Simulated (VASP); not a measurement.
# KF: G0W0 on PBE, by volume over the given one and cell

KF, Fm-3m (no. 225), 2 atoms in the cell. PBE, GW; PAW potentials K_sv_GW, F_GW (PBE set).

| Volume over the given one | Cell | Quasiparticle gap on the mesh (eV) | Gap of the starting point on the mesh (eV) | Quasiparticle gap at the zone centre (eV) | Starting gap at the zone centre (eV) | Correction of the gap between the band edges on the mesh (eV) | Time (s) |
|---|---|---|---|---|---|---|---|
| 0.94 | scale = 0.94 | 9.98 | 6.51 | 9.98 | 6.51 | 3.47 | 58 |
| 0.97 | scale = 0.97 | 9.81 | 6.34 | 9.81 | 6.34 | 3.47 | 59 |
| 1 | as given | ? | ? | ? | ? | ? | 87 |
| 1.03 | scale = 1.03 | 9.52 | 6.02 | 9.52 | 6.02 | 3.50 | 90 |

What would be expected in the open row?

Answer: Quasiparticle gap on the mesh (eV): 9.67, Gap of the starting point on the mesh (eV): 6.18, Quasiparticle gap at the zone centre (eV): 9.67, Starting gap at the zone centre (eV): 6.18, Correction of the gap between the band edges on the mesh (eV): 3.49.

Limits: the mesh is coarse: the screening isn't converged, and the gap may still move by about 0.1 eV.

## Input of the first row

INCAR.step1:
```
ALGO     = Normal         # electronic algorithm
EDIFF    = 1E-8           # SCF threshold, eV
ENCUT    = 600            # plane-wave cutoff, eV
GGA      = PE             # functional
ISMEAR   = 0              # smearing method
KPAR     = 4            
LASPH    = True           # aspherical terms in the spheres
LCHARG   = False          # write CHGCAR
LREAL    = False          # projectors in reciprocal space
LWAVE    = True           # write WAVECAR
NELM     = 150            # most SCF steps
PREC     = Accurate       # precision mode
SIGMA    = 0.05           # smearing width, eV
```

INCAR.step2, as INCAR.step1 but for:
```
- ALGO = Normal
- NELM = 150
+ ALGO = Exact
+ ISTART = 1
+ LOPTICS = True
+ NBANDS = 172
+ NELM = 1
```

INCAR.step3, as INCAR.step2 but for:
```
- ALGO = Exact
- EDIFF = 1E-8
- LOPTICS = True
- LWAVE = True
- NELM = 1
+ ALGO = EVGW0
+ ENCUTGW = 160
+ LWAVE = False
+ NBANDSGW = 12
+ NELMGW = 1
+ NOMEGA = 48
+ PRECFOCK = Fast
```

KPOINTS:
```
k-points
0
Gamma
  4 4 4
```

POSCAR:
```
KF
1.0
    0.0000000000      2.6173071446      2.6173071446
    2.6173071446      0.0000000000      2.6173071446
    2.6173071446      2.6173071446      0.0000000000
K F
1 1
Direct
    0.0000000000      0.0000000000      0.0000000000
    0.5000000000      0.5000000000      0.5000000000
```

Commands (each step's output is kept before the next begins):
```
cat potpaw_PBE.64/K_sv_GW/POTCAR potpaw_PBE.64/F_GW/POTCAR > POTCAR
cp INCAR.step1 INCAR
mpirun -np 4 vasp_std > vasp.out
cp INCAR.step2 INCAR
mpirun -np 4 vasp_std > vasp.out
cp INCAR.step3 INCAR
mpirun -np 4 vasp_std > vasp.out
```

VASP 6.6.1 took 58 s on 4 cores (Intel Xeon Platinum 8375C @ 2.90GHz (Ice Lake)), a shared host.
